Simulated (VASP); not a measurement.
A run of VASP 6.6.1:

File INCAR:

```
SYSTEM = MnS
ALGO = Normal ; EDIFF = 1E-7
EDIFFG = -0.02 ; ENCUT = 600
IBRION = 2 ; ISIF = 3
ISMEAR = -1 ; ISPIN = 2
LASPH = .True. ; LCHARG = .False.
LMAXMIX = 4 ; LORBIT = 11
LREAL = .False. ; LWAVE = .False.
MAGMOM = 4 0 ; NELM = 150
NSW = 40 ; PREC = Accurate
PSTRESS = 300 ; SIGMA = 0.05
```

The input KPOINTS:

```
k-points
0
Gamma
  7 7 7
  0 0 0
```

The input POSCAR:

```
MnS
1.0
    1.8299960138      1.0565486912      2.9709202777
   -1.8299960138      1.0565486912      2.9709202777
    0.0000000000     -2.1130973823      2.9709202777
Mn S
1 1
Direct
    0.0000000000      0.0000000000      0.0000000000
    0.5000000000      0.5000000000      0.5000000000
```

Potentials or basis: VASP PAW LDA potentials, release 64 (Mn_pv, S).

The run is started by

```bash
$ cat potpaw_LDA.64/Mn_pv/POTCAR potpaw_LDA.64/S/POTCAR > POTCAR
$ mpirun -np 1 vasp_std > vasp.out
```

Hardware: 1 thread of AMD EPYC 9R45 96-Core Processor (Zen 5), on a shared host.

Question: How long does it take, and how much memory?

Answer: Run time: 2.4 min on 1 thread of AMD EPYC 9R45 96-Core Processor (Zen 5) (shared host), peak memory 0.17 GiB. Counts: scf iterations 66, k points 44, ion steps 5.
